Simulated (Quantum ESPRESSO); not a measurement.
Write the native input for Quantum ESPRESSO 7.5 that does the following.

```
Task                : dielectric tensor
Functional          : PBE
Potentials or basis : GBRV 1.5 PBE
Cutoff              : 612 eV
Density cutoff      : 4898 eV
k mesh              : 12 × 12 × 8, shifted
Occupations         : fermi-dirac, width 0.05 eV
Spin                : no spin polarisation
Mixing beta         : 0.5
Most SCF iterations : 120
SCF threshold       : 8e-10 Ry
```

AlN:

```
Al N
1.0
     3.11300    0.00000    0.00000
    -1.55650    2.69594    0.00000
     0.00000    0.00000    4.98100
Al N
2 2
Direct
  0.66667 0.33333 0.50000
  0.33333 0.66667 0.00000
  0.66667 0.33333 0.88000
  0.33333 0.66667 0.38000
```

These files were run (other wordings do the same):

pw.in

```
&CONTROL
  calculation = 'scf'
  prefix = 'pwscf'
  outdir = './tmp'
  pseudo_dir = './pseudo'
  tprnfor = .true.
  tstress = .true.
  disk_io = 'low'
/
&SYSTEM
  ibrav = 0
  celldm(1) = 8
  nat = 4
  ntyp = 2
  ecutwfc = 45
  ecutrho = 360
  nbnd = 14
  occupations = 'smearing'
  smearing = 'fd'
  degauss = 0.00367493
/
&ELECTRONS
  conv_thr = 8d-10
  electron_maxstep = 120
  mixing_beta = 0.5
/
ATOMIC_SPECIES
Al    26.9815 al_pbe_v1.uspp.F.UPF
N     14.0070 n_pbe_v1.2.uspp.F.UPF
CELL_PARAMETERS alat
  0.7353396782450   0.0000000000000   0.0000000000000
 -0.3676698391225   0.6368228417753   0.0000000000000
  0.0000000000000   0.0000000000000   1.1765907283451
ATOMIC_POSITIONS crystal
Al     0.6666666667    0.3333333333    0.5000000000
Al     0.3333333333    0.6666666667    0.0000000000
N      0.6666666667    0.3333333333    0.8800000000
N      0.3333333333    0.6666666667    0.3800000000
K_POINTS automatic
12 12 8 0 0 1
```

scf2.in

```
&CONTROL
  calculation = 'scf'
  prefix = 'pwscf'
  outdir = './tmp'
  pseudo_dir = './pseudo'
  tprnfor = .true.
  tstress = .true.
  disk_io = 'low'
/
&SYSTEM
  ibrav = 0
  celldm(1) = 8
  nat = 4
  ntyp = 2
  ecutwfc = 45
  ecutrho = 360
  nbnd = 14
  occupations = 'fixed'
/
&ELECTRONS
  conv_thr = 1d-13
  electron_maxstep = 120
  mixing_beta = 0.5
  startingpot = 'file'
  startingwfc = 'file'
/
ATOMIC_SPECIES
Al    26.9815 al_pbe_v1.uspp.F.UPF
N     14.0070 n_pbe_v1.2.uspp.F.UPF
CELL_PARAMETERS alat
  0.7353396782450   0.0000000000000   0.0000000000000
 -0.3676698391225   0.6368228417753   0.0000000000000
  0.0000000000000   0.0000000000000   1.1765907283451
ATOMIC_POSITIONS crystal
Al     0.6666666667    0.3333333333    0.5000000000
Al     0.3333333333    0.6666666667    0.0000000000
N      0.6666666667    0.3333333333    0.8800000000
N      0.3333333333    0.6666666667    0.3800000000
K_POINTS automatic
12 12 8 0 0 1
```

ph.in

```
dielectric of AlN
&INPUTPH
  prefix = 'pwscf'
  outdir = './tmp'
  tr2_ph = 1d-18
  fildyn = 'dyn'
  niter_ph = 90
  alpha_mix(1) = 0.7
  epsil = .true.
  trans = .false.
  zeu = .true.
/
0.0000000000 0.0000000000 0.0000000000
```

Potentials or basis: GBRV 1.5 PBE.

The run is started by

```bash
$ OMP_NUM_THREADS=1 pw.x -in pw.in > pw.out
$ OMP_NUM_THREADS=1 pw.x -in scf2.in > scf2.out
$ OMP_NUM_THREADS=1 ph.x -in ph.in > ph.out
```

Results of the run:

```
Pressure                                : 4.2 GPa
Largest force                           : 0.126 eV/Å
Electronic dielectric tensor (diagonal) : 4.46, 4.46, 4.65
Born charges (mean of the diagonal)     : Al +2.58; N -2.59 e
```

Caveat: the cell is more than 3 GPa from zero pressure, which shifts response properties.

It took 5.7 min on 1 thread of Intel(R) Xeon(R) Processor @ 2.50GHz (Skylake/Cascade Lake), with other jobs on the host, peak memory 0.1 GiB.
